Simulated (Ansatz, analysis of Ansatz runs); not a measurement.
**Zero-phonon line of the N3V centre in diamond (LDA)**

How near does this set-up come to the measured zero-phonon line? Subject: N3V centre in diamond. Set-up: LDA, 216-site cell, LDA lattice, 420 eV, k: the zone centre alone. The model is a cell of 216 host atoms with 1 site emptied, N put on another atom's site, N put on another atom's site and N put on another atom's site. The excitation energy is a difference of total energies with one electron moved up within one spin channel. A larger cell tests how far the defect's images disturb the number.

What was measured. Zero-phonon line, printed as 415 nm: 2.99 eV, by optical spectroscopy (quoted in “Electron paramagnetic resonance of the N2V− defect in 15N-doped synthetic diamond”, 2015, B. L. Green et al., quoting earlier work (1978)).

Program: Ansatz 0.2.0. Level of theory: plane-wave PAW DFT, LDA; relaxation of all atoms of a defect supercell. Results are calculated unless marked as measured.

Report form: the programs' logs are mostly left out.

## (1) Set-up

The cell holds 215 atoms: 212 C and 3 N. Cell: a = 10.595 Å, b = 10.595 Å, c = 10.595 Å, α = 90.0°, β = 90.0°, γ = 90.0°. It derives from C (space group Fd-3m). Nearest the centre at fractional (0.500, 0.500, 0.500): C111 at 1.53 Å, N108 at 1.53 Å, N110 at 1.53 Å, N109 at 1.53 Å, C185 at 2.50 Å, C138 at 2.50 Å, C200 at 2.50 Å, C130 at 2.50 Å.

The host's primitive cell comes from a first run (plane-wave PAW DFT, LDA; relaxation of the host's cell and atoms): vectors of 2.497, 2.497 and 2.497 Å. That is 5.51 Å³ an atom, 2.9 % under the diffraction cell's volume. The supercell is built on it.

## (2) Relaxation, charge 0

Every later number rests on the structure around the defect, so the atoms are relaxed at the host's lattice first.

Input file relax/input.yaml:

```yaml
relax:
  f_tol: 0.02
  max_steps: 80
  random_displacement: { amplitude: 0.02, seed: 314 }
crystal:
  lattice:
    - [10.59520894, 0.0, 0.0]
    - [0.0, 10.59520894, 0.0]
    - [0.0, 0.0, 10.59520894]
  atoms:
    - { symbol: C, position: [0.0, 0.0, 0.166666667] }
    - { symbol: C, position: [0.0, 0.166666667, 0.0] }
    - { symbol: C, position: [0.166666667, 0.0, 0.0] }
    - { symbol: C, position: [0.166666667, 0.166666667, 0.166666667] }
    - { symbol: C, position: [0.083333333, 0.083333333, 0.25] }
    - { symbol: C, position: [0.083333333, 0.25, 0.083333333] }
    - { symbol: C, position: [0.25, 0.083333333, 0.083333333] }
    - { symbol: C, position: [0.25, 0.25, 0.25] }
    - { symbol: C, position: [0.0, 0.0, 0.5] }
    - { symbol: C, position: [0.0, 0.166666667, 0.333333333] }
    - { symbol: C, position: [0.166666667, 0.0, 0.333333333] }
    - { symbol: C, position: [0.166666667, 0.166666667, 0.5] }
    - { symbol: C, position: [0.083333333, 0.083333333, 0.583333333] }
    - { symbol: C, position: [0.083333333, 0.25, 0.416666667] }
    - { symbol: C, position: [0.25, 0.083333333, 0.416666667] }
    - { symbol: C, position: [0.25, 0.25, 0.583333333] }
    - { symbol: C, position: [0.0, 0.0, 0.833333333] }
    - { symbol: C, position: [0.0, 0.166666667, 0.666666667] }
    - { symbol: C, position: [0.166666667, 0.0, 0.666666667] }
    - { symbol: C, position: [0.166666667, 0.166666667, 0.833333333] }
    - { symbol: C, position: [0.083333333, 0.083333333, 0.916666667] }
    - { symbol: C, position: [0.083333333, 0.25, 0.75] }
    - { symbol: C, position: [0.25, 0.083333333, 0.75] }
    - { symbol: C, position: [0.25, 0.25, 0.916666667] }
    - { symbol: C, position: [0.0, 0.333333333, 0.166666667] }
    - { symbol: C, position: [0.0, 0.5, 0.0] }
    - { symbol: C, position: [0.166666667, 0.333333333, 0.0] }
    - { symbol: C, position: [0.166666667, 0.5, 0.166666667] }
    - { symbol: C, position: [0.083333333, 0.416666667, 0.25] }
    - { symbol: C, position: [0.083333333, 0.583333333, 0.083333333] }
[... 77 lines left out ...]
    - { symbol: "N", position: [0.416666667, 0.416666667, 0.583333333] }
    - { symbol: "N", position: [0.416666667, 0.583333333, 0.416666667] }
    - { symbol: "N", position: [0.583333333, 0.416666667, 0.416666667] }
[... 97 lines left out ...]
    - { symbol: C, position: [0.666666667, 0.666666667, 0.833333333] }
    - { symbol: C, position: [0.666666667, 0.833333333, 0.666666667] }
    - { symbol: C, position: [0.833333333, 0.666666667, 0.666666667] }
    - { symbol: C, position: [0.833333333, 0.833333333, 0.833333333] }
    - { symbol: C, position: [0.75, 0.75, 0.916666667] }
    - { symbol: C, position: [0.75, 0.916666667, 0.75] }
    - { symbol: C, position: [0.916666667, 0.75, 0.75] }
    - { symbol: C, position: [0.916666667, 0.916666667, 0.916666667] }
basis:
  ecutwfc: 420
  xc_grid: 2
hamiltonian:
  xc: lda
kpoints:
  mp_grid: { grid: [1, 1, 1] }
magnetization:
  spin_polarized: true
  initial_magnetization: 1
  spin_locking: { lock_magnetization: hard }
scf:
  occupations: { method: fermi_dirac, width: 0.01 }
  max_iter: 120
output:
  forces: true
checkpoint:
  write: "../relax.run"
  compress: false
  write_wavefunctions: true
  write_every: 100000
```

On the command line:

```sh
ansatz run input.yaml --threads 32 --pin off --max-ram 84787MiB --backend cuda --events-out ev --progress --plain --runs-dir out --max-vram 78GiB
```

It took 6.5 s on 1 × NVIDIA GB200 with 32 threads of Arm Neoverse V2, shared host; peak memory 1.9 GiB; 32 s of CPU time.

The steps of the relaxation:

```
step  energy less that of the first step (eV)  largest force component (eV/Å)
   1                                   0.0000                          2.0100
   2                                  -2.2764                          0.9571
   3                                  -2.8833                          0.3003
   4                                  -2.8960                          0.2114
   5                                  -2.8997                          0.0183
   6                                  -2.8997                          0.0184
```

The atoms that moved most (Å, from the sites as typed, ahead of the random displacement):

```
atom      dx      dy      dz  length
C111   0.075   0.075   0.075   0.130
N108  -0.063  -0.063   0.081   0.120
N109  -0.063   0.081  -0.063   0.120
N110   0.081  -0.063  -0.063   0.120
C107   0.041   0.018   0.018   0.048
C105   0.018   0.018   0.041   0.048
C106   0.018   0.041   0.018   0.048
 C86   0.021   0.027   0.021   0.040
```

Neighbours of the ideal centre at the end:

```
atom  distance (Å)
N109         1.648
N108         1.648
N110         1.650
C111         1.658
C106         2.473
C105         2.473
C107         2.474
C138         2.476
C200         2.477
C185         2.477
C128         2.487
C113         2.488
C130         2.488
C114         2.489
C177         2.490
C176         2.490
```

This step gave:

- free energy: -52630.1740 eV
- total moment: 1 μB
- integral of the absolute spin density: 1.104 μB
- spin contamination: 0.001981

The relaxation ends 13 meV an atom lower than the displaced start, with a largest force component of 0.018 eV/Å.

## (3) Ground state

Both spins' levels are needed to pick the two between which the electron moves, so the ground state is solved with empty bands.

This step: plane-wave PAW DFT, LDA; single point of a defect supercell.

Input file ground/input.yaml:

```yaml
crystal:
  lattice:
    - [10.59520894, 0.0, 0.0]
    - [0.0, 10.59520894, 0.0]
    - [0.0, 0.0, 10.59520894]
  atoms:
    - { symbol: C, position: [0.000114903, -7.4176e-05, 0.166604377] }
    - { symbol: C, position: [0.000113674, 0.166564406, -3.0249e-05] }
    - { symbol: C, position: [0.166750272, -7.5112e-05, -3.3823e-05] }
    - { symbol: C, position: [0.167125656, 0.166940436, 0.166985361] }
    - { symbol: C, position: [0.083659365, 0.083466734, 0.25003272] }
    - { symbol: C, position: [0.083660574, 0.249992674, 0.08351644] }
    - { symbol: C, position: [0.250181495, 0.083471646, 0.083517272] }
    - { symbol: C, position: [0.25085447, 0.250669165, 0.250708462] }
    - { symbol: C, position: [0.000101229, -8.8989e-05, 0.499880961] }
    - { symbol: C, position: [0.000520575, 0.166758301, 0.333265206] }
    - { symbol: C, position: [0.166950346, 0.000330879, 0.333273027] }
    - { symbol: C, position: [0.166735901, 0.166546968, 0.50015986] }
    - { symbol: C, position: [0.083328979, 0.083135991, 0.583292582] }
    - { symbol: C, position: [0.084044992, 0.250328867, 0.416885733] }
    - { symbol: C, position: [0.250519027, 0.083856456, 0.416890102] }
    - { symbol: C, position: [0.249543512, 0.24934573, 0.58365817] }
    - { symbol: C, position: [-1.1017e-05, -0.000197532, 0.833207906] }
    - { symbol: C, position: [-8.1039e-05, 0.166507821, 0.66662294] }
    - { symbol: C, position: [0.166703178, -0.000279432, 0.666626457] }
    - { symbol: C, position: [0.166654896, 0.166465168, 0.833440896] }
    - { symbol: C, position: [0.083362381, 0.083177287, 0.916648737] }
    - { symbol: C, position: [0.083142085, 0.24971941, 0.750082163] }
    - { symbol: C, position: [0.249913842, 0.082951729, 0.750085143] }
    - { symbol: C, position: [0.249998036, 0.249811512, 0.917043357] }
    - { symbol: C, position: [0.000520533, 0.333223362, 0.166803842] }
    - { symbol: C, position: [0.000105113, 0.49983527, -4.5116e-05] }
    - { symbol: C, position: [0.166953141, 0.333227907, 0.000374864] }
    - { symbol: C, position: [0.16673296, 0.500117457, 0.166590689] }
    - { symbol: C, position: [0.084047792, 0.416845985, 0.250373982] }
    - { symbol: C, position: [0.083327986, 0.583246143, 0.083183717] }
[... 77 lines left out ...]
    - { symbol: "N", position: [0.410823635, 0.410633687, 0.590909135] }
    - { symbol: "N", position: [0.410827059, 0.590855626, 0.410686748] }
    - { symbol: "N", position: [0.591042761, 0.41063776, 0.410685896] }
[... 97 lines left out ...]
    - { symbol: C, position: [0.666586657, 0.66639776, 0.833157732] }
    - { symbol: C, position: [0.666587262, 0.833117537, 0.666436555] }
    - { symbol: C, position: [0.8333019, 0.66640027, 0.666440572] }
    - { symbol: C, position: [0.833289618, 0.833102842, 0.833145097] }
    - { symbol: C, position: [0.749970981, 0.74977414, 0.916606857] }
    - { symbol: C, position: [0.749968846, 0.916565268, 0.749817829] }
    - { symbol: C, position: [0.916756064, 0.749773338, 0.749822136] }
    - { symbol: C, position: [0.916658726, 0.916470807, 0.916511592] }
basis:
  ecutwfc: 420
  xc_grid: 2
hamiltonian:
  xc: lda
kpoints:
  mp_grid: { grid: [1, 1, 1] }
magnetization:
  spin_polarized: true
  initial_magnetization: 1
  spin_locking: { lock_magnetization: hard }
scf:
  occupations: { method: fermi_dirac, width: 0.01 }
  max_iter: 120
  n_extra_bands: 20
  lower_state_search: "off"
output:
  forces: true
  eigenvalues: true
  eigenstates: { localisation: true }
checkpoint:
  write: "../ground.run"
  compress: false
  write_wavefunctions: true
  write_every: 100000
```

Elapsed: 2 s, on 1 × NVIDIA GB200 with 32 threads; peak memory 1.3 GiB.

Read from the output:

- free energy: -52630.1740 eV
- total moment: 1 μB
- integral of the absolute spin density: 1.104 μB
- spin contamination: 0.001981

States next to the filling edge at the first k-point, on the run's own zero (eigenstates.tsv). The participation number counts the atoms that a state is spread over, of 215; bands count from 0.

```
spin  band  energy (eV)  occupation  participation  largest share on  share
down   425       12.091        1.00          147.5              C207   0.02
down   426       13.093        1.00           31.8              N109   0.13
down   427       13.093        1.00           31.8              N110   0.16
down   428       13.361        1.00          197.7              C111   0.02
down   429       13.797        1.00           20.5              N108   0.19
down   430       13.797        1.00           20.5              N110   0.16
down   431       15.648        0.00            3.8              C111   0.50
down   432       17.679        0.00          202.1              C172   0.01
down   433       17.679        0.00          202.1              C124   0.01
down   434       17.712        0.00          191.4                C4   0.01
down   435       17.733        0.00          200.4              C163   0.01
  up   426       13.070        1.00           28.9              N109   0.16
  up   427       13.070        1.00           28.9              N110   0.14
  up   428       13.308        1.00          157.9              C111   0.04
  up   429       13.768        1.00           23.1              N109   0.18
  up   430       13.768        1.00           23.1              N110   0.16
  up   431       14.657        1.00            4.8              C111   0.44
  up   432       17.676        0.00          202.2              C172   0.01
  up   433       17.676        0.00          202.2              C124   0.01
  up   434       17.698        0.00          192.5              C105   0.01
  up   435       17.730        0.00          200.7               C23   0.01
  up   436       17.730        0.00          200.7              C163   0.01
```

Under LDA at the zone centre alone, the highest filled state is spin up, spread over 5 of 215 atoms, and the lowest empty one, 0.99 eV above it, is spin down, spread over 4 of 215 atoms.

The largest moments in the atoms' spheres: C111 0.30, C204 0.03, C189 0.03, C142 0.03, N108 0.02, N109 0.02 μB.

## (4) Excited state at the ground state's structure

One electron is moved to the upper level and held there by its overlap; at the ground state's structure the energy difference is the vertical absorption.

This step: plane-wave PAW DFT, LDA; single point of a defect supercell.

excited/input.yaml, as its differences from ground/input.yaml of step 3:

```diff
@@ -61,4 +61,9 @@
 scf:
-  occupations: { method: fermi_dirac, width: 0.01 }
-  max_iter: 120
+  occupations:
+    method: fermi_dirac
+    width: 0.01
+    excite:
+      from: { channel: down, k: 0, band: v2, track: overlap }
+      to: { channel: down, k: 0, band: v1, track: overlap }
+  max_iter: 150
   n_extra_bands: 20
@@ -67,6 +72,5 @@
   forces: true
-  eigenvalues: true
-  eigenstates: { localisation: true }
 checkpoint:
-  write: "../ground.run"
+  read: "../ground.run"
+  write: "../excited.run"
   compress: false
```

Run time: 1.9 s. Hardware: 1 × NVIDIA GB200 with 32 threads; peak memory 1.4 GiB.

This step gave:

| Quantity | Value |
| --- | --- |
| free energy | -52627.8781 eV |
| total moment | 1 μB |
| integral of the absolute spin density | 1.033 μB |
| spin contamination | 3.48e-4 |

For the integral of the absolute spin density, step 3 gave 1.10 μB; this run, with other occupations, gives 1.03 μB (-6 %).

(Part 1 of 2 ends here.)

[Logs are printed without paths, hosts, clocks, repeated set-up lines and the standing remarks that a program may print on its own settings, such as how far it seeks lower states.]

[Hosts, paths, dates, database ids (printed as entryN), source tags and the programs' standing remarks are cut or masked in the printed files.]

[For some hosts the program warned that the k-mesh of the response run may be too coarse for force constants and the static dielectric constant; such warnings are not shown here.]
